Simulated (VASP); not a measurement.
Runs of VASP 6.6.1 on Si. The structure is cubic, space group Fd-3m (No. 227). Conventional cell: a = 5.436 Å, b = 5.436 Å, c = 5.436 Å, α = 90.00°, β = 90.00°, γ = 90.00°. Si (site symmetry -43m) is surrounded by 4 Si at 2.35 Å. 

| task | level | potentials or basis | cell | cutoff (eV) | gap on the mesh (eV) | pressure (GPa) |
| --- | --- | --- | --- | --- | --- | --- |
| band structure | TB-mBJ | VASP PAW PBE potentials, release 64 (Si) | Fd-3m, 20.08 Å³/atom | 520 | 1.27 | - |
| band structure | r2SCAN | VASP PAW PBE potentials, release 64 (Si) | Fd-3m, 20.08 Å³/atom | 520 | (b) | (a) |
| band structure | LDA | VASP PAW LDA potentials, release 64 (Si) | Fd-3m, 20.08 Å³/atom | 520 | 0.48 | -1.7 |
| relaxation of cell and atoms | PBEsol | VASP PAW PBE potentials, release 64 (Si) | relaxed | 600 | 0.47 | 0.0 |
| band structure | PBEsol | VASP PAW PBE potentials, release 64 (Si) | Fd-3m, 20.08 Å³/atom | 520 | 0.47 | 0.0 |

Alike in all rows: no spin polarisation; k mesh 10 × 10 × 10; smearing gaussian 0.03 eV.

Task: Fill in the values left out.

Result: (a) 0.2; (b) 0.79.

Caveats: the PAW data sets were made with another functional, which shifts forces and pressure a little (some runs).

A k mesh can miss the band edges.
